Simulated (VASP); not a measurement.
# Ti: relaxation of cell and atoms with PBEsol

The system is Ti.

```xyz
1
Lattice="-1.6410 1.6410 1.6410 1.6410 -1.6410 1.6410 1.6410 1.6410 -1.6410" Properties=species:S:1:pos:R:3 pbc="T T T"
Ti    0.0000    0.0000    0.0000
```

This isn't the form of Ti at room conditions, which is hcp.

```yaml
Program: VASP 6.6.1
Task: relaxation of cell and atoms
Functional: PBEsol
Potentials_or_basis: VASP PAW PBE potentials, release 64 (Ti_sv)
Cutoff: 600 eV
k_mesh: 16 × 16 × 16
Occupations: methfessel-paxton, width 0.1 eV
Spin: no spin polarisation
Further_INCAR_settings: ALGO = Normal; EDIFF = 1e-06; IBRION = 2; EDIFFG = -0.01; NSW = 90; ISIF = 3
```

The relaxed volume is 16.47 Å³/atom. The relaxed cell is a = 2.776 Å, b = 2.776 Å, c = 2.776 Å, α = 109.47°, β = 109.47°, γ = 109.47°. The space group after relaxing (to 0.05 Å) is Im-3m (No. 229) and the energy gained by relaxing is 28.6 meV/atom. The ionic steps are 3. The pressure after relaxing is 0.0 GPa. The band gap on the k mesh is none (metal or under the smearing width).

Step by step:
| step | energy change (eV) | largest force (eV/Å) | pressure (GPa) | volume (Å³) |
| --- | --- | --- | --- | --- |
| 1 | 0.0000 | 0.0000 | -7.16 | 17.68 |
| 2 | -0.0161 | 0.0000 | 5.65 | 15.73 |
| 3 | -0.0286 | 0.0000 | 0.01 | 16.47 |

Final structure:
```
Ti
1.0
    -1.60275    1.60275    1.60275
     1.60275   -1.60275    1.60275
     1.60275    1.60275   -1.60275
Ti
1
Cartesian
  0.0000 0.0000 0.0000
```

Levels at points of the mesh, in eV from the Fermi level:
```
           k point  band 2  band 3  band 4  band 5  band 6  band 7  band 8  band 9  band 10
(0.00, 0.00, 0.00)  -32.08  -32.08  -32.08   -6.07    1.03    1.03    1.03    2.92     2.92
(0.50, 0.00, 0.00)  -32.89  -32.33  -32.09   -2.60   -0.47    1.32    2.91    3.29     4.58
(0.50, 0.50, 0.50)  -32.63  -32.63  -32.63   -2.29   -2.29    4.20    4.20    4.20     8.79
```

Run time: 40 s on 1 thread of Intel(R) Xeon(R) Platinum 8488C (Sapphire Rapids), on a shared host, peak memory 0.16 GiB.

Caveat: the PAW data sets were made with another functional, which shifts forces and pressure a little.
